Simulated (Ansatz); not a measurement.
Runs of Ansatz 0.2.0 on Se. It takes space group P3_121 (No. 152, trigonal). The conventional cell has a = 4.366 Å, b = 4.366 Å, c = 4.954 Å, α = 90.00°, β = 90.00°, γ = 120.00°. Se (site symmetry 2) is surrounded by 2 Se at 2.37 Å. 

| level | gap on the mesh (eV) | pressure (GPa) | relaxed volume (Å³/atom) |
| --- | --- | --- | --- |
| PBE+D4 | 0.93 | 0.0 | 24.40 |
| PBE+D3(BJ) | 0.93 | 0.0 | 24.46 |
| PBE+D3(BJ)-ATM | 0.94 | 0.0 | 24.74 |
| PBE | (b) | 0.0 | (a) |

Alike in all rows: task relaxation of cell and atoms; potentials or basis Ansatz PAW; no spin polarisation; cell relaxed; k mesh 7 × 7 × 6; cutoff (eV) 420; smearing fermi-dirac 0.05 eV.

Fill in the values left out.

(a) 29.77; (b) 1.20.

Caveats: odd divisions of the mesh miss points on the zone boundary, where band edges often lie, so the gap on the mesh can be too wide; the plane-wave basis is chosen anew once the cell has moved, so the energies of steps on either side of that aren't comparable.

A k mesh can miss the band edges, and the runs leave out spin-orbit coupling on Se.
